Molybdenum atoms can be arranged in many ways, and each arrangement leaves its mark on the spacing, the density and the energy. The five rows below are five crystal structures of this one metal, with their names taken off. The question is which row belongs to which structure. Four computed quantities serve as evidence: the energy above the lowest row, the shortest distance between neighbours, the volume per atom, and the bulk modulus, which measures the resistance to uniform compression.

Mo relaxed in five crystal structures, computed with Ansatz 0.2.0 (PBE, plane-wave PAW, scalar-relativistic, no spin polarisation, cutoff 420 eV, Fermi-Dirac smearing of 0.1 eV). Energies are extrapolated to zero smearing and count from the lowest structure listed, which need not be the ground state. Volumes and bulk moduli come from equation-of-state fits. Candidates: omega (AlB2-type), dhcp, simple cubic, diamond, hcp.

```tsv
row	energy above lowest (meV/atom)	neighbour distance (Å)	volume per atom (Å³)	bulk modulus (GPa)
A	23	2.774	16.06	239
B	36	2.760	16.10	239
C	0	2.563	16.12	238
D	1833	2.464	22.99	107
E	753	2.604	17.54	190
```

The candidates differ in how tightly they surround an atom. In simple cubic each atom has six nearest neighbours, in diamond only four. The structures hcp and dhcp both pile up dense triangular layers, so that each atom touches about twelve others, and they differ only in the order of the layers. Omega alternates triangular layers with honeycomb layers, in a hexagonal cell whose height can adjust against its width.

Distance alone is a poor guide to density. Row D has the shortest distance of the five and also the largest volume. The two quantities become useful together: divide the volume per atom by the cube of the shortest distance. This packing number has no unit and doesn't change when a crystal swells evenly, so it reports the arrangement of the atoms and not the strength of their bonds.

For simple cubic the packing number is exactly 1, because each atom owns one cube whose edge is the neighbour distance. In diamond, a cube of edge a holds eight atoms, and neighbours are √3·a/4 apart, which gives 8/(3√3), or 1.54. Row D has 22.99/2.464³, which is also 1.54. No other row comes near it, so D is diamond.

Omega needs more care, since its shape is free. Its cell has edge a and height c and holds three atoms, so the volume per atom is √3·a²·c/6. The shortest distance is either c, between atoms stacked above each other, or a/√3, between neighbours in the honeycomb. Making one of them longer at a fixed length of the other only adds volume, so the packing number is smallest when the two are equal. That smallest value is √3/2, or 0.87.

Rows A and B have packing numbers of 0.75 and 0.77. They lie below anything that omega can reach, and further still below simple cubic and diamond. Only the two stackings of dense layers can be so compact; for ideal close packing the number is 0.71. A and B are therefore hcp and dhcp, in an order still to be settled.

That leaves C and E for omega and simple cubic. Row E has a packing number 0.7 % below 1, row C one that is 4 % below. The small miss of E has a plain origin: its distance was read in a cell still under slight tension, and so a little too large, whereas its volume comes from a fitted energy curve. To explain the miss of C in the same way, its cell would have to be under a tension of about 0.04 × 238 GPa, or 10 GPa, while the calculation finds it almost free of stress. E is simple cubic and C is omega.

The pair A and B is harder. Their volumes differ by a fraction of a percent and their bulk moduli are the same, as befits two stackings of the same layers. In hcp each layer has its two neighbouring layers in the same position. In dhcp this holds for every second layer only; the layers between are surrounded as in fcc, the cubic form of close packing.

One clue is the shape of the cell. If the crystals are stretched along the stacking direction, as the relaxed cells in fact are, the packing number gives the height of two layers relative to the spacing within a layer. This ratio is 1.74 for A and 1.77 for B, against 1.63 for ideal close packing. Cubic symmetry holds fcc at the ideal value, so a stacking that is half fcc-like should be stretched less than hcp. That points to A as dhcp, although a simple halfway rule would have put it nearer to 1.70.

The energy gives a second clue. Row A lies 13 meV per atom below row B. Calculations on molybdenum are known to place fcc slightly below hcp, and dhcp, being a mixture of the two surroundings, should then lie below hcp as well. The clue depends on how far the d band is filled: in ruthenium, two columns to the right, hcp is the stable structure, and the same clue would be read the other way round.

So D, E and C are sure, because they rest on geometry. That A and B are the two layered stackings is equally sure. Which of them is dhcp is only probable, since both clues lean on what is expected of fcc and the differences are small. With that reservation, A is dhcp and B is hcp.

The rows with their labels:

```tsv
structure	space group of the relaxed cell	neighbours within 15 % of the shortest distance	k mesh	energy above lowest (meV/atom)	neighbour distance (Å)	volume per atom (Å³)	bulk modulus (GPa)
omega (AlB2-type)	P6/mmm	2	10×10×16	0	2.563	16.12	238
dhcp	P6_3/mmc	12	15×15×4	23	2.774	16.06	239
hcp	P6_3/mmc	12	15×15×7	36	2.760	16.10	239
simple cubic	Pm-3m	6	14×14×14	753	2.604	17.54	190
diamond	Fd-3m	4	11×11×11	1833	2.464	22.99	107
```

The labels bear out all five assignments. The k mesh, left aside until now, shows the same difference between the two stackings: dhcp repeats after four layers and hcp after two, so the taller cell needs fewer mesh points along its height.

One entry of the full table can mislead. Omega is listed with 2 neighbours, as if it consisted of loosely packed chains. The count stops at 15 % beyond the shortest distance, and for one kind of site twelve more atoms lie just outside that limit. Within 3.0 Å an omega atom has 12 neighbours on average, as many as in hcp. This is why its volume is nearly that of the layered stackings.

The zero of energy also needs a careful reading. It marks the lowest of these five structures, and molybdenum in nature is none of them: it is body-centred cubic. Omega is thus the best of this selection and not a stable form of the metal. The energies of the other rows are heights above omega, and their heights above the true ground state are larger.

The three compact structures lie within 36 meV per atom of each other, whereas simple cubic and diamond stand far above them. A simple model of how a metal atom shares its bonding electrons suggests why. Molybdenum is held together mainly by d electrons, which fill about half of their band. If a d orbital couples to z neighbours with strength h each, the mean square spread of the energy levels is z·h², so the width of the band grows as √z·h. Filling the lower half of the band lowers the energy in proportion to this width.

Binding therefore grows more slowly than the number of neighbours. The repulsion between atoms that come too close is different: it adds up pair by pair, in proportion to z. If half the neighbours are taken away at fixed distance, the repulsion drops to one half but the binding only to about 0.7 of its value. Attraction then has the upper hand, and the remaining neighbours are drawn in. Fewer bonds become shorter bonds.

The size of this effect can be estimated by asking what would happen without it. In hcp the twelve neighbours are on average 2.84 Å away. A simple cubic crystal with that spacing would have a volume of 2.84³, or about 23 Å³ per atom, where the table has 17.54 Å³. Diamond would need 1.54 times as much, about 35 Å³, where the table has 22.99 Å³. The assumption of fixed bond lengths thus overshoots by 30 % and 53 % of the computed volumes, and bonds that are 8 % and 13 % shorter account for the difference.

The bulk modulus suggests that the fewer bonds are also stiffer. Diamond has a third as many bonds per atom as hcp, spread over 1.43 times the volume, which leaves less than a quarter as many bonds in each unit of volume. Its bulk modulus nevertheless falls only to 0.45 of the hcp value. If the bonds are pictured as springs, each one in diamond resists a given percentage of stretching about twice as strongly. In this picture the crystal is soft because it has few bonds, not because each bond gives way easily.

Stiffer single bonds don't make a more stable crystal here. Moving closer raises the coupling h, but it also raises the repulsion, which climbs more steeply. In this model, when the repulsion changes with distance more than twice as fast as the coupling, the gain from shortening can't make up for the lost neighbours. Whether molybdenum meets this condition isn't tested here, but the computed energies have the order that it would give: simple cubic lies above hcp, and diamond lies above simple cubic.

The model fails on the size of the steps. From twelve to six neighbours the energy rises by 753 − 36 = 717 meV per atom; from six to four it rises by 1080 meV. With bonds free to shorten, the model would make the second step roughly half of the first, yet it is one and a half times as large. The two steps alone don't tell which structure is out of line: diamond may lie too high for its neighbour count, simple cubic too low, or hcp too high. A likely reason, untested here, is the shape of the band, which differs from structure to structure and which a model that knows only the width can't see. All runs were also made without spin polarisation, so whether magnetism would lower the energy of the open diamond structure is not known from them.

The same blindness explains why the model can't rank the compact structures. With about twelve neighbours each, omega, dhcp and hcp have nearly equal band widths in the model, and so nearly equal energies. The small differences that remain depend on how the levels are distributed inside the band and on where the filling stops. That is why the order of the two layered stackings had to be inferred from what is known of this particular metal. Nor are such differences always small: body-centred cubic molybdenum is about as compact, yet published calculations place it well below hcp.

Silicon shows how much depends on the electrons. There diamond is the stable structure and the dense metallic forms lie higher, because four valence electrons per atom exactly fill the bonding states of four directed bonds and leave a gap above them. Molybdenum has six valence electrons, mostly in d orbitals, and in this calculation it stays metallic even in the diamond structure. It pays the full price for an open lattice without the closed set of bonds that makes such a lattice worthwhile in silicon.
